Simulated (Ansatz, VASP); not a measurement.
**One calculation of CsH, two programs**

Contents of INCAR:

```
PREC = Accurate
ENCUT = 520
EDIFF = 1E-6
ISMEAR = 0
SIGMA = 0.02
LREAL = False
LASPH = True
NELM = 100
ALGO = Normal
ISIF = 2
LWAVE = False
LCHARG = False
GGA = CA
NBANDS = 12
```

The input KPOINTS:

```
Automatic mesh
0
Gamma
  8 8 8
```

POSCAR

```
CsH
1.0
    0.0000000000      3.1880000000      3.1880000000
    3.1880000000      0.0000000000      3.1880000000
    3.1880000000      3.1880000000      0.0000000000
Cs H
1 1
Direct
    0.0000000000      0.0000000000      0.0000000000
    0.5000000000      0.5000000000      0.5000000000
```

Input for Ansatz:

```yaml
crystal:
  lattice:
    - [0.0, 3.188, 3.188]
    - [3.188, 0.0, 3.188]
    - [3.188, 3.188, 0.0]
  atoms:
    - { symbol: Cs, position: [0.0, 0.0, 0.0] }
    - { symbol: H, position: [0.5, 0.5, 0.5] }
basis:
  ecutwfc: 420
kpoints:
  mp_grid: { grid: [8, 8, 8] }
hamiltonian:
  xc: lda
scf:
  occupations: { method: gaussian, width: 0.02 }
output:
  forces: true
  stress: true
  eigenvalues: true
  populations: true
```

Alike in both runs: task single point; functional LDA; k mesh 8 × 8 × 8; occupations gaussian, width 0.02 eV; no spin polarisation.

|  | VASP | Ansatz |
| --- | --- | --- |
| version | VASP 6.6.1 | Ansatz 0.2.0 |
| potentials or method | VASP PAW LDA potentials, release 64 (Cs_sv, H) | scalar-relativistic, plane waves, PAW |
| plane-wave cutoff (eV) | 520 | 420 |
| valence electrons in the cell | 10 | 10 |

```csv
,VASP,Ansatz,Ansatz less VASP
gap on the k mesh at the Fermi level (eV),1.94,1.95,+0.018
least direct gap on the mesh (eV),1.94,1.95,+0.018
pressure (GPa),-1.2,-1.3,-0.02
```

Caveats: spin-orbit coupling is left out, which moves the levels of the heavy elements. A k mesh can miss the band edges.
